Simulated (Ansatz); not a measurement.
**How BaTiO3 answers to pressure**

```cif
data_structure
_symmetry_space_group_name_H-M 'Amm2'
_symmetry_Int_Tables_number 38
_cell_length_a 3.9841
_cell_length_b 5.6741
_cell_length_c 5.6916
_cell_angle_alpha 90.000
_cell_angle_beta 90.000
_cell_angle_gamma 90.000
_cell_volume 128.67
loop_
_atom_site_label
_atom_site_type_symbol
_atom_site_symmetry_multiplicity
_atom_site_Wyckoff_symbol
_atom_site_fract_x
_atom_site_fract_y
_atom_site_fract_z
_atom_site_occupancy
Ba1 Ba 2 a 0.00000 0.00000 0.00000 1
Ti1 Ti 2 b 0.50000 0.50000 0.00790 1
O1 O 2 a 0.00000 0.50000 0.99210 1
O2 O 4 e 0.50000 0.25440 0.24811 1
```

The runs use the primitive cell with vectors (3.984, 0.000, 0.000), (0.000, 2.837, 2.846), (0.000, -2.837, 2.846) Å, to which the k mesh refers.

The structure is orthorhombic, space group Amm2 (No. 38). Conventional cell: a = 3.984 Å, b = 5.674 Å, c = 5.692 Å, α = 90.00°, β = 90.00°, γ = 90.00°. Ba (site symmetry mm2) is surrounded by 12 O at 2.80 to 2.89 Å. Around Ti (site symmetry mm2) lie 6 O at 1.95 to 2.07 Å. O (site symmetry mm2) is surrounded by 2 Ti at 1.99 Å. Around O (site symmetry m) lie 2 Ti at 1.95 to 2.07 Å.

The cell is COD entry 9016084, as deposited and not checked against the literature; nothing was relaxed.

Spin–orbit coupling is left out, though it moves levels of the heavy atoms by tenths of an eV or more.

Method: DFT, PBE, all-electron LAPW, scalar-relativistic (Ansatz 0.2.0).

Numerical set-up: a Γ-centred 8×8×8 k mesh, Fermi–Dirac smearing of 0.05 eV, basis error target 1 meV/atom, no spin polarisation.

The cell is scaled evenly with fractional coordinates held. Semilocal gaps are too small, but their slopes carry over better.

```json
{"V/V(cell)": "0.9400", "P (GPa)": "14.03", "gap on the k mesh (eV)": "1.981"}
{"V/V(cell)": "0.9600", "P (GPa)": "9.55", "gap on the k mesh (eV)": "1.937"}
{"V/V(cell)": "0.9800", "P (GPa)": "5.53", "gap on the k mesh (eV)": "1.893"}
{"V/V(cell)": "0.9900", "P (GPa)": "3.68", "gap on the k mesh (eV)": "1.871"}
{"V/V(cell)": "1.0000", "P (GPa)": "1.93", "gap on the k mesh (eV)": "1.849"}
{"V/V(cell)": "1.0100", "P (GPa)": "0.27", "gap on the k mesh (eV)": "1.828"}
{"V/V(cell)": "1.0200", "P (GPa)": "-1.30", "gap on the k mesh (eV)": "1.806"}
{"V/V(cell)": "1.0400", "P (GPa)": "-4.20", "gap on the k mesh (eV)": "1.764"}
```

(1) From the rows at 0.9900 and 1.0100, what is the bulk modulus at the cell's volume?

(2) What are the gap's volume deformation potential and pressure coefficient?

(3) Predict the row at V/V(cell) = 1.0600. How far is a linear estimate of P off?

## Answers

(1) B = −ΔP/Δln V = −[(0.27) − (3.68)]/0.02000 = 170.5 GPa.

(2) dEg/dln V = (1.828 − 1.871)/0.02000 = -2.15 eV, and dEg/dP = −(dEg/dln V)/B = 13 meV/GPa: pressure widens the gap.

(3) P = -6.80 GPa, gap 1.723 eV. The linear estimate P(cell) − B ln(V/V(cell)) = -8.00 GPa misses by 1.20 GPa, since the modulus falls on expansion.
